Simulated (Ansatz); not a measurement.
# Gallium, omega (AlB2-type) under revPBE: structure, energy and stiffness, part 2 of 2

What does revPBE give for gallium in the omega (AlB2-type) structure? We relax it, solve it on a dense k-mesh, then scale the cell to 7 volumes from 88 to 112 % of the relaxed one and try a fit of the equation of state. Spin polarisation is left out. The k-meshes are 8×8×11 for the relaxation; 10×10×14 for the dense run; 9×9×12 for the volumes.

Ansatz 0.2.0; DFT, revPBE, plane waves (420 eV) with PAW, scalar-relativistic.

## Step 3: Dense single point

input.yaml reads:

```yaml
crystal:
  lattice:
    - [4.7481222945, 0.0, 0.0]
    - [-2.3740611473, 4.1119945273, 0.0]
    - [0.0, 0.0, 3.0484022165]
  atoms:
    - { symbol: Ga, position: [0.0, 0.0, 0.0] }
    - { symbol: Ga, position: [0.3333333333, 0.6666666667, 0.5] }
    - { symbol: Ga, position: [0.6666666667, 0.3333333333, 0.5] }
hamiltonian:
  xc: revpbe
  pseudopotentials:
    kind: paw
    azcp:
      Ga: "pseudopotentials/Ga.paw.azcp"
basis:
  ecutwfc: 420
  fft_grid_basis: typed
kpoints:
  mp_grid: { grid: [10, 10, 14], shift: [0, 0, 0] }
magnetization:
  spin_polarized: false
scf:
  occupations: { method: fermi_dirac, width: 0.1 }
output:
  write_density: true
  write_potential: true
  elf: true
  volumetric_format: npy
```

The program printed:

```text
Warning: RAYON_NUM_THREADS=2 ignored (pool sized by the plan → 2); use --threads N
Engine: ansatz 0.2.0, aarch64-unknown-linux-gnu
Pseudopotentials: kind: paw
Pseudopotential: Ga, paw, valence charge 13, recommended cutoff 420 eV (normal), <dir>
Functional definition: revPBE
  parameter kappa = 1.245
  parameter beta = 0.06672455060314922
  exchange = pbe_x(kappa = kappa, mu = beta*pi^2/3)
  correlation = pbe_c(beta = beta)
Crystal: 3 atoms, lattice volume = 59.518 Å³
Basis set: ecut = 420 eV, 1145 PW (Γ)
Bands: 24, of which v1, the nominal top of the filled ones, is band 20 counted from 1 (19 counted from 0)
Symmetry: 24 space group operations
Space group: P6/mmm (ITA 191), of the structure as read, at distance tolerance 3.9e-5 Å
k-points: 112 of 1400
Non-local potential: Ga, projectors of the file, l = 0: 2, l = 1: 2, l = 2: 3, l = 3: 1
PAW form: soft (Blöchl's): semilocal exchange-correlation on the pseudo side does not see the compensation charge
PAW frozen core: Ga, regenerated for the run's functional, and the local potential with it (the file was generated under x = pbe(κ = 0.804, μ = 0.2195149727645171), c = pbe(β = 0.06672455060314922))
PAW one-centre angular grid: Ga, 590 points (default); XC on 64 Gauss nodes
Initial density: superposition of atomic densities (neutral atoms: chi_scale 0, normalization atom), corrected by the library's trained network
Initial wavefunctions: pseudopotential atomic-orbital guess
Functional: x = revpbe(κ = 1.245, μ = 0.2195149727645171), c = pbe(β = 0.06672455060314922)
SCF iter   1: F=—  HF=-11360.888040 eV  |F-HF|=—  |Δ(HF+E_count)|=         —  Δρ=3.74e-3  dr2=2.84e-3  ethr=1.77e-3  ⟨swp⟩=5.2  Hψ=10433  notcnv=0
preconditioner: auto → none  [metal: Δε(μ)=0.030 eV  Ē_g=15.765 eV  σ=0.100 eV  W_gap=0.07  n_scr=8 (ndim 8)  ℏωp=30.1 eV  f_vac=0.000  D(μ)=1.43/eV (n_scr^D=8)  sad-step TF]
SCF iter   2: F=—  HF=-11360.886529 eV  |F-HF|=—  |Δ(HF+E_count)|=   1.51e-3  Δρ=1.52e-3  dr2=7.93e-4  ethr=7.27e-6  ⟨swp⟩=2.0  Hψ=5529  notcnv=0
SCF iter   3: F=—  HF=-11360.886505 eV  |F-HF|=—  |Δ(HF+E_count)|=   2.32e-5  Δρ=8.56e-4  dr2=1.67e-4  ethr=2.03e-6  ⟨swp⟩=2.1  Hψ=4816  notcnv=0
SCF iter   4: F=—  HF=-11360.886522 eV  |F-HF|=—  |Δ(HF+E_count)|=   1.67e-5  Δρ=1.56e-4  dr2=2.80e-5  ethr=4.27e-7  ⟨swp⟩=2.2  Hψ=4825  notcnv=0
SCF iter   5: F=—  HF=-11360.886506 eV  |F-HF|=—  |Δ(HF+E_count)|=   1.63e-5  Δρ=3.52e-5  dr2=3.89e-7  ethr=7.17e-8  ⟨swp⟩=2.0  Hψ=4575  notcnv=0
SCF iter   6: F=-11360.886506 eV  HF=-11360.886506 eV  |F-HF|=6.86e-8  |Δ(HF+E_count)|=   3.07e-7  Δρ=1.42e-5  dr2=3.58e-8  ethr=2.56e-10  ⟨swp⟩=4.2  Hψ=9034  notcnv=0
SCF 1 converged in 6 iterations: F = -11360.886506 eV  dr2 = 3.58e-8
SCF converged after 6 iterations
Free energy (F): -11360.886506 eV
Harris-Foulkes:  -11360.886506 eV  (|F-HF|=6.86e-8)
Internal energy: -11360.840071 eV  (E = F + TS)
E sigma→0 (E₀):  -11360.863288 eV
Entropy (-TS):   -0.046436 eV (-15.479 meV/atom)
Fermi energy:    9.135692 eV
--- Per-component energies (eV) ---
  E_band       = -125.780034
  E_kinetic    = 342.057435
  E_local      = -5469.585721  (includes V_loc(G=0)·N_el)
  E_nonlocal   = 1265.939308
  E_hartree    = 2561.273923
  E_xc         = -207.530154
  E_vxc        = -172.909537  (∫ρ·V_xc dr)
  E_paw        = -5967.939698  (= ΣΔE_a)
  E_vpaw       = -1213.830211  (= ΣTr[D̂ρ^β])
  E_aug_tail   = -0.000314  (compensation charges beyond the density's cutoff)
  E_ewald      = -3884.786743
  E_core_change = -0.268107  (= ΣΔE_core)
  E_smearing   = -0.046436  (= −TS)
  E_closure    = 0.000000  (closes the sum)
  Σ components = -11360.886506   (vs F -11360.886506, Δ=0.00e0)
--- Band table (eV; the first three rows and the last of 112) ---
  k-point 0: bands = ["-5.8633", "-5.7082", "-5.7082", "-5.6931", "-5.6796", "-5.6542", "-5.6542", "-5.6287", "-5.6287", "-5.6271", "-5.6271", "-5.6210", "-5.6210", "-5.5064", "-5.5064", "-1.5241", "6.5080", "6.7937", "8.0742", "8.0742", "8.2793", "8.2793", "13.8831", "17.2642"]
  k-point 1: bands = ["-5.8547", "-5.7078", "-5.7078", "-5.6850", "-5.6749", "-5.6749", "-5.6697", "-5.6473", "-5.6473", "-5.6101", "-5.6101", "-5.6079", "-5.6079", "-5.5073", "-5.5073", "-1.4411", "6.5630", "6.8691", "8.1506", "8.1506", "8.3671", "8.3671", "12.8145", "18.4980"]
  k-point 2: bands = ["-5.8306", "-5.7103", "-5.7103", "-5.7031", "-5.7031", "-5.6727", "-5.6727", "-5.6625", "-5.6419", "-5.5990", "-5.5990", "-5.5885", "-5.5885", "-5.5088", "-5.5088", "-1.1914", "6.7090", "7.0966", "8.3763", "8.3763", "8.6297", "8.6297", "11.0681", "18.2242"]
  k-point 111: bands = ["-5.8224", "-5.7999", "-5.7285", "-5.7202", "-5.7079", "-5.7049", "-5.6862", "-5.6748", "-5.6188", "-5.5843", "-5.5832", "-5.5095", "-5.4892", "-5.4847", "-5.4658", "4.3461", "5.0447", "5.3437", "6.0101", "6.6784", "7.1650", "12.9596", "14.1285", "14.1712"]
```

Wall time 4.8 s (2 threads of an Arm CPU, shared host); peak memory 0.39 GiB.

Density in a lattice plane of the grid's cell (edges 4.75 and 4.75 Å, at 0.500 of the third edge), which holds Ga.

Values in e/Å³, 12 rows by 12 columns:
```
 0.13  0.12  0.11  0.14  0.20  0.33  0.33  0.23  0.13  0.11  0.12  0.13
 0.11  0.11  0.14  0.29  0.66  1.18  0.70  0.29  0.13  0.11  0.11  0.12
 0.11  0.14  0.29  1.17  9.88  9.95  1.17  0.29  0.13  0.12  0.11  0.11
 0.13  0.20  0.66  9.88 52.12  9.88  0.66  0.20  0.12  0.13  0.13  0.13
 0.21  0.33  1.18  9.95  9.88  1.19  0.33  0.22  0.20  0.29  0.29  0.23
 0.24  0.33  0.70  1.17  0.66  0.33  0.24  0.33  0.66  1.17  0.70  0.33
 0.21  0.23  0.29  0.29  0.20  0.22  0.33  1.19  9.88  9.95  1.18  0.33
 0.13  0.13  0.13  0.13  0.12  0.20  0.66  9.88 52.12  9.88  0.66  0.20
 0.11  0.11  0.11  0.12  0.13  0.29  1.17  9.95  9.88  1.17  0.29  0.14
 0.11  0.12  0.11  0.11  0.13  0.29  0.70  1.18  0.66  0.29  0.14  0.11
 0.13  0.13  0.12  0.11  0.13  0.23  0.33  0.33  0.20  0.14  0.11  0.12
 0.13  0.13  0.11  0.11  0.13  0.21  0.24  0.21  0.13  0.11  0.11  0.13
```
Columns run along the first of these edges and rows up along the second, over one cell in 12 and 12 even steps from the bottom left corner. Atoms in the plane (fractional): Ga at (0.33, 0.67), Ga at (0.67, 0.33).

ELF in the same plane.

Ten even steps from '0' (0.03) to '9' (0.48):
```
555444567888888765444555
544445666666666765444555
444456665555566664444444
444565543223555664444444
456655420001455665444444
567664103102466765555555
787652017103567876666667
986641000135689876666678
986642112456898766555678
986654445668986654445668
987655566789865421124668
987666667898653100014668
776666667876530171025678
555555556766420130146676
444444456655410002455665
444444446655532234556544
444444446666555556665444
555544456766666666654444
555544456788888876544455
555444457899999875444455
```
Columns run along the first of these edges and rows up along the second, over one cell in 24 and 20 even steps from the bottom left corner. Atoms in the plane (fractional): Ga at (0.33, 0.67), Ga at (0.67, 0.33).

Both are smooth fields of the valence electrons: close to the nuclei they are not physical.

Maxima of ELF outside the ion cores: 0.48 on the Ga–Ga line, 1.4 Å from Ga.

## Step 4: At 88 % of the relaxed volume

input.yaml: that of step 3 with these lines changed.

```diff
@@ -2,5 +2,5 @@
   lattice:
-    - [4.7481222945, 0.0, 0.0]
-    - [-2.3740611473, 4.1119945273, 0.0]
-    - [0.0, 0.0, 3.0484022165]
+    - [4.5500494891, 0.0, 0.0]
+    - [-2.2750247446, 3.9404584461, 0.0]
+    - [0.0, 0.0, 2.9212349825]
   atoms:
@@ -19,3 +19,3 @@
 kpoints:
-  mp_grid: { grid: [10, 10, 14], shift: [0, 0, 0] }
+  mp_grid: { grid: [9, 9, 12], shift: [0, 0, 0] }
 magnetization:
@@ -24,3 +24,5 @@
   occupations: { method: fermi_dirac, width: 0.1 }
+  lower_state_search: "off"
 output:
+  stress: true
   write_density: true
```

The program printed, cut to the lines that bear on the results:

```text
Warning: RAYON_NUM_THREADS=2 ignored (pool sized by the plan → 2); use --threads N
[...]
[... 3 set-up lines as earlier in the session ...]
[...]
Crystal: 3 atoms, lattice volume = 52.376 Å³
Basis set: ecut = 420 eV, 1011 PW (Γ)
Bands: 24, of which v1, the nominal top of the filled ones, is band 20 counted from 1 (19 counted from 0)
[... 1 set-up line as earlier in the session ...]
Space group: P6/mmm (ITA 191), of the structure as read, at distance tolerance 3.7e-5 Å
k-points: 84 of 972
[...]
SCF iter   1: F=—  HF=-11360.721562 eV  |F-HF|=—  |Δ(HF+E_count)|=         —  Δρ=4.04e-3  dr2=2.98e-3  ethr=1.77e-3  ⟨swp⟩=5.2  Hψ=8183  notcnv=0
[...]
SCF iter   7: F=-11360.719893 eV  HF=-11360.719893 eV  |F-HF|=3.04e-8  |Δ(HF+E_count)|=   5.78e-8  Δρ=8.11e-6  dr2=1.57e-8  ethr=2.56e-10  ⟨swp⟩=8.9  Hψ=14843  notcnv=0
[...]
SCF converged after 7 iterations
Free energy (F): -11360.719893 eV
[...]
E sigma→0 (E₀):  -11360.695521 eV
Entropy (-TS):   -0.048743 eV (-16.248 meV/atom)
Fermi energy:    10.883990 eV
[...]
--- Stress (GPa, compression-positive) ---
        8.155074       0.000000       0.000000
        0.000000       8.155074       0.000000
        0.000000       0.000000       6.736049
  P = ⅓ Tr σ = 7.6821 GPa (76.821 kbar)
--- Band table (eV; the first three rows and the last of 84) ---
  k-point 0: bands = ["-4.2998", "-4.0915", "-4.0915", "-4.0702", "-4.0457", "-4.0057", "-4.0057", "-3.9860", "-3.9860", "-3.9857", "-3.9857", "-3.9782", "-3.9782", "-3.8072", "-3.8072", "-0.7673", "8.5511", "8.8246", "9.5403", "9.5403", "9.7271", "9.7271", "16.0112", "19.5656"]
[...]
```

Wall time 4.2 s (2 threads of an Arm CPU, shared host); peak memory 0.36 GiB.

## Step 5: At 92 % of the relaxed volume

input.yaml: that of step 4 with these lines changed.

```diff
@@ -2,5 +2,5 @@
   lattice:
-    - [4.5500494891, 0.0, 0.0]
-    - [-2.2750247446, 3.9404584461, 0.0]
-    - [0.0, 0.0, 2.9212349825]
+    - [4.6179706892, 0.0, 0.0]
+    - [-2.3089853446, 3.9992799307, 0.0]
+    - [0.0, 0.0, 2.9648419336]
   atoms:
@@ -27,5 +27 @@
   stress: true
-  write_density: true
-  write_potential: true
-  elf: true
-  volumetric_format: npy
```

The program printed, cut to the lines that bear on the results:

```text
Warning: RAYON_NUM_THREADS=2 ignored (pool sized by the plan → 2); use --threads N
[...]
[... 3 set-up lines as earlier in the session ...]
[...]
Crystal: 3 atoms, lattice volume = 54.756 Å³
Basis set: ecut = 420 eV, 1071 PW (Γ)
Bands: 24, of which v1, the nominal top of the filled ones, is band 20 counted from 1 (19 counted from 0)
[... 1 set-up line as earlier in the session ...]
Space group: P6/mmm (ITA 191), of the structure as read, at distance tolerance 3.8e-5 Å
k-points: 84 of 972
[...]
SCF iter   1: F=—  HF=-11360.811276 eV  |F-HF|=—  |Δ(HF+E_count)|=         —  Δρ=4.13e-3  dr2=3.13e-3  ethr=1.77e-3  ⟨swp⟩=5.2  Hψ=8024  notcnv=0
[...]
SCF iter   7: F=-11360.809793 eV  HF=-11360.809793 eV  |F-HF|=5.29e-8  |Δ(HF+E_count)|=   3.95e-8  Δρ=9.84e-6  dr2=2.49e-8  ethr=2.56e-10  ⟨swp⟩=4.5  Hψ=7619  notcnv=0
[...]
SCF converged after 7 iterations
Free energy (F): -11360.809793 eV
[...]
E sigma→0 (E₀):  -11360.784543 eV
Entropy (-TS):   -0.050500 eV (-16.833 meV/atom)
Fermi energy:    10.249908 eV
[...]
--- Stress (GPa, compression-positive) ---
        4.866797       0.000000       0.000000
        0.000000       4.866797       0.000000
        0.000000       0.000000       3.900491
  P = ⅓ Tr σ = 4.5447 GPa (45.447 kbar)
```

Run time: 3 s. Hardware: 2 threads of an Arm CPU, shared host; peak memory 0.36 GiB.

## Step 6: At 96 % of the relaxed volume

input.yaml: that of step 5 with these lines changed.

```diff
@@ -2,5 +2,5 @@
   lattice:
-    - [4.6179706892, 0.0, 0.0]
-    - [-2.3089853446, 3.9992799307, 0.0]
-    - [0.0, 0.0, 2.9648419336]
+    - [4.6839506132, 0.0, 0.0]
+    - [-2.3419753066, 4.0564202211, 0.0]
+    - [0.0, 0.0, 3.0072025415]
   atoms:
```

The program printed, cut to the lines that bear on the results:

```text
Warning: RAYON_NUM_THREADS=2 ignored (pool sized by the plan → 2); use --threads N
[...]
[... 3 set-up lines as earlier in the session ...]
[...]
Crystal: 3 atoms, lattice volume = 57.137 Å³
Basis set: ecut = 420 eV, 1109 PW (Γ)
Bands: 24, of which v1, the nominal top of the filled ones, is band 20 counted from 1 (19 counted from 0)
[... 2 set-up lines as earlier in the session ...]
k-points: 84 of 972
[...]
SCF iter   1: F=—  HF=-11360.859753 eV  |F-HF|=—  |Δ(HF+E_count)|=         —  Δρ=3.86e-3  dr2=2.86e-3  ethr=1.77e-3  ⟨swp⟩=5.2  Hψ=7892  notcnv=0
[...]
SCF iter   6: F=-11360.858320 eV  HF=-11360.858319 eV  |F-HF|=6.68e-8  |Δ(HF+E_count)|=   3.18e-7  Δρ=1.41e-5  dr2=3.15e-8  ethr=2.56e-10  ⟨swp⟩=4.1  Hψ=7374  notcnv=0
[...]
SCF converged after 6 iterations
Free energy (F): -11360.858320 eV
[...]
E sigma→0 (E₀):  -11360.832561 eV
Entropy (-TS):   -0.051516 eV (-17.172 meV/atom)
Fermi energy:    9.669420 eV
[...]
--- Stress (GPa, compression-positive) ---
        2.314833      -0.000000       0.000000
       -0.000000       2.314833       0.000000
        0.000000       0.000000       1.627448
  P = ⅓ Tr σ = 2.0857 GPa (20.857 kbar)
```

Run time: 3 s. Hardware: 2 threads of an Arm CPU, shared host; peak memory 0.36 GiB.

## Step 7: At 100 % of the relaxed volume

input.yaml: that of step 6 with these lines changed.

```diff
@@ -2,5 +2,5 @@
   lattice:
-    - [4.6839506132, 0.0, 0.0]
-    - [-2.3419753066, 4.0564202211, 0.0]
-    - [0.0, 0.0, 3.0072025415]
+    - [4.7481222945, 0.0, 0.0]
+    - [-2.3740611473, 4.1119945273, 0.0]
+    - [0.0, 0.0, 3.0484022165]
   atoms:
```

The program printed, cut to the lines that bear on the results:

```text
Warning: RAYON_NUM_THREADS=2 ignored (pool sized by the plan → 2); use --threads N
[...]
[... 3 set-up lines as earlier in the session ...]
[...]
Crystal: 3 atoms, lattice volume = 59.518 Å³
Basis set: ecut = 420 eV, 1145 PW (Γ)
Bands: 24, of which v1, the nominal top of the filled ones, is band 20 counted from 1 (19 counted from 0)
[... 2 set-up lines as earlier in the session ...]
k-points: 84 of 972
[...]
SCF iter   1: F=—  HF=-11360.875885 eV  |F-HF|=—  |Δ(HF+E_count)|=         —  Δρ=3.83e-3  dr2=2.93e-3  ethr=1.77e-3  ⟨swp⟩=5.2  Hψ=7791  notcnv=0
[...]
SCF iter   6: F=-11360.874365 eV  HF=-11360.874365 eV  |F-HF|=5.50e-8  |Δ(HF+E_count)|=   3.93e-7  Δρ=1.41e-5  dr2=3.40e-8  ethr=2.56e-10  ⟨swp⟩=4.1  Hψ=7369  notcnv=0
[...]
SCF converged after 6 iterations
Free energy (F): -11360.874365 eV
[...]
E sigma→0 (E₀):  -11360.848277 eV
Entropy (-TS):   -0.052175 eV (-17.392 meV/atom)
Fermi energy:    9.136736 eV
[...]
--- Stress (GPa, compression-positive) ---
        0.319171       0.000000       0.000000
       -0.000000       0.319171       0.000000
        0.000000       0.000000      -0.185626
  P = ⅓ Tr σ = 0.1509 GPa (1.509 kbar)
```

It took 3 s on 2 threads of an Arm CPU, shared host; peak memory 0.36 GiB.

## Step 8: At 104 % of the relaxed volume

input.yaml: that of step 7 with these lines changed.

```diff
@@ -2,5 +2,5 @@
   lattice:
-    - [4.7481222945, 0.0, 0.0]
-    - [-2.3740611473, 4.1119945273, 0.0]
-    - [0.0, 0.0, 3.0484022165]
+    - [4.8106047532, 0.0, 0.0]
+    - [-2.4053023766, 4.1661059238, 0.0]
+    - [0.0, 0.0, 3.0885173723]
   atoms:
```

The program printed, cut to the lines that bear on the results:

```text
Warning: RAYON_NUM_THREADS=2 ignored (pool sized by the plan → 2); use --threads N
[...]
[... 3 set-up lines as earlier in the session ...]
[...]
Crystal: 3 atoms, lattice volume = 61.898 Å³
Basis set: ecut = 420 eV, 1199 PW (Γ)
Bands: 24, of which v1, the nominal top of the filled ones, is band 20 counted from 1 (19 counted from 0)
[... 1 set-up line as earlier in the session ...]
Space group: P6/mmm (ITA 191), of the structure as read, at distance tolerance 4.0e-5 Å
k-points: 84 of 972
[...]
SCF iter   1: F=—  HF=-11360.866396 eV  |F-HF|=—  |Δ(HF+E_count)|=         —  Δρ=3.82e-3  dr2=3.04e-3  ethr=1.77e-3  ⟨swp⟩=5.2  Hψ=7749  notcnv=0
[...]
SCF iter   6: F=-11360.864870 eV  HF=-11360.864870 eV  |F-HF|=4.28e-8  |Δ(HF+E_count)|=   3.60e-7  Δρ=1.43e-5  dr2=3.75e-8  ethr=2.56e-10  ⟨swp⟩=4.2  Hψ=7380  notcnv=0
[...]
SCF converged after 6 iterations
Free energy (F): -11360.864870 eV
[...]
E sigma→0 (E₀):  -11360.838412 eV
Entropy (-TS):   -0.052915 eV (-17.638 meV/atom)
Fermi energy:    8.646216 eV
[...]
--- Stress (GPa, compression-positive) ---
       -1.241289       0.000000       0.000000
        0.000000      -1.241289       0.000000
        0.000000       0.000000      -1.620567
  P = ⅓ Tr σ = -1.3677 GPa (-13.677 kbar)
```

Wall time 3.2 s (2 threads of an Arm CPU, shared host); peak memory 0.37 GiB.

## Step 9: At 108 % of the relaxed volume

input.yaml: that of step 8 with these lines changed.

```diff
@@ -2,5 +2,5 @@
   lattice:
-    - [4.8106047532, 0.0, 0.0]
-    - [-2.4053023766, 4.1661059238, 0.0]
-    - [0.0, 0.0, 3.0885173723]
+    - [4.8715049493, 0.0, 0.0]
+    - [-2.4357524747, 4.2188470407, 0.0]
+    - [0.0, 0.0, 3.1276166796]
   atoms:
```

The program printed, cut to the lines that bear on the results:

```text
Warning: RAYON_NUM_THREADS=2 ignored (pool sized by the plan → 2); use --threads N
[...]
[... 3 set-up lines as earlier in the session ...]
[...]
Crystal: 3 atoms, lattice volume = 64.279 Å³
Basis set: ecut = 420 eV, 1241 PW (Γ)
Bands: 24, of which v1, the nominal top of the filled ones, is band 20 counted from 1 (19 counted from 0)
[... 2 set-up lines as earlier in the session ...]
k-points: 84 of 972
[...]
SCF iter   1: F=—  HF=-11360.836900 eV  |F-HF|=—  |Δ(HF+E_count)|=         —  Δρ=3.74e-3  dr2=3.03e-3  ethr=1.77e-3  ⟨swp⟩=5.2  Hψ=7625  notcnv=0
[...]
SCF iter   7: F=-11360.835384 eV  HF=-11360.835384 eV  |F-HF|=4.13e-9  |Δ(HF+E_count)|=   5.78e-8  Δρ=5.68e-6  dr2=1.28e-8  ethr=2.03e-10  ⟨swp⟩=4.0  Hψ=7325  notcnv=0
[...]
SCF converged after 7 iterations
Free energy (F): -11360.835384 eV
[...]
E sigma→0 (E₀):  -11360.808556 eV
Entropy (-TS):   -0.053656 eV (-17.885 meV/atom)
Fermi energy:    8.193010 eV
[...]
--- Stress (GPa, compression-positive) ---
       -2.460014      -0.000000       0.000000
        0.000000      -2.460014       0.000000
        0.000000       0.000000      -2.742348
  P = ⅓ Tr σ = -2.5541 GPa (-25.541 kbar)
```

Run time: 3.7 s. Hardware: 2 threads of an Arm CPU, shared host; peak memory 0.37 GiB.

## Step 10: At 112 % of the relaxed volume

input.yaml: that of step 9 with these lines changed.

```diff
@@ -2,5 +2,5 @@
   lattice:
-    - [4.8715049493, 0.0, 0.0]
-    - [-2.4357524747, 4.2188470407, 0.0]
-    - [0.0, 0.0, 3.1276166796]
+    - [4.9309194018, 0.0, 0.0]
+    - [-2.4654597009, 4.270301466, 0.0]
+    - [0.0, 0.0, 3.1657621058]
   atoms:
```

The program printed, cut to the lines that bear on the results:

```text
Warning: RAYON_NUM_THREADS=2 ignored (pool sized by the plan → 2); use --threads N
[...]
[... 3 set-up lines as earlier in the session ...]
[...]
Crystal: 3 atoms, lattice volume = 66.660 Å³
Basis set: ecut = 420 eV, 1337 PW (Γ)
Bands: 24, of which v1, the nominal top of the filled ones, is band 20 counted from 1 (19 counted from 0)
[... 1 set-up line as earlier in the session ...]
Space group: P6/mmm (ITA 191), of the structure as read, at distance tolerance 4.1e-5 Å
k-points: 84 of 972
[...]
SCF iter   1: F=—  HF=-11360.791650 eV  |F-HF|=—  |Δ(HF+E_count)|=         —  Δρ=3.64e-3  dr2=2.99e-3  ethr=1.77e-3  ⟨swp⟩=5.2  Hψ=7496  notcnv=0
[...]
SCF iter   7: F=-11360.790191 eV  HF=-11360.790191 eV  |F-HF|=2.39e-9  |Δ(HF+E_count)|=   8.39e-8  Δρ=5.53e-6  dr2=1.33e-8  ethr=2.02e-10  ⟨swp⟩=4.0  Hψ=7303  notcnv=0
[...]
SCF converged after 7 iterations
Free energy (F): -11360.790191 eV
[...]
E sigma→0 (E₀):  -11360.762959 eV
Entropy (-TS):   -0.054463 eV (-18.154 meV/atom)
Fermi energy:    7.773729 eV
[...]
--- Stress (GPa, compression-positive) ---
       -3.431755       0.000000       0.000000
       -0.000000      -3.431755       0.000000
        0.000000       0.000000      -3.614723
  P = ⅓ Tr σ = -3.4927 GPa (-34.927 kbar)
```

Wall time 3.8 s (2 threads of an Arm CPU, shared host); peak memory 0.38 GiB.

## Step 11: Fitting the volumes

The cell was scaled evenly, with its shape and the fractional positions fixed.

| V (Å³/atom) | E − E₀ (meV/atom) | P from the stress (GPa) | P from the fit (GPa) |
| --- | --- | --- | --- |
| 17.459 | 50.9 | 7.68 | 7.61 |
| 18.252 | 21.3 | 4.54 | 4.50 |
| 19.046 | 5.2 | 2.09 | 2.06 |
| 19.839 | 0.0 | 0.15 | 0.13 |
| 20.633 | 3.3 | -1.37 | -1.39 |
| 21.426 | 13.2 | -2.55 | -2.58 |
| 22.220 | 28.4 | -3.49 | -3.52 |

Fit (Birch-Murnaghan, third order): V₀ = 19.900 Å³/atom, B₀ = 42 GPa, B₀′ = 5.0, largest residual 0.02 meV/atom.

## Step 12: Results

What follows sums up all 2 parts.

| quantity | value |
| --- | --- |
| space group (spins left aside) | P6/mmm (No. 191) |
| conventional cell | a = 4.748 Å, c = 3.048 Å (c/a = 0.642) |
| volume | 19.839 Å³/atom |
| shortest distance | 2.741 Å |
| gap on the mesh | none (levels filled in part) |
| relative to alpha-Ga (Cmce) | +42 meV/atom |
| highest ELF outside the cores | 0.48, 1.37 Å from the nearest atom |
| V₀, B₀, B₀′ | 19.900 Å³/atom, 42 GPa, 5.0 |

What this shows: The relaxation enlarged the cell by 1.2 % in volume. Against the reference form of gallium (alpha-Ga (Cmce), computed apart with the same settings) it stands 42 meV/atom higher. No gap shows: it is a metal or semimetal at this level. B₀ comes out at 42 GPa; letting shape and positions relax at each volume could only lower it. The symmetry was held, so the structure may be unstable against distortions that break it.
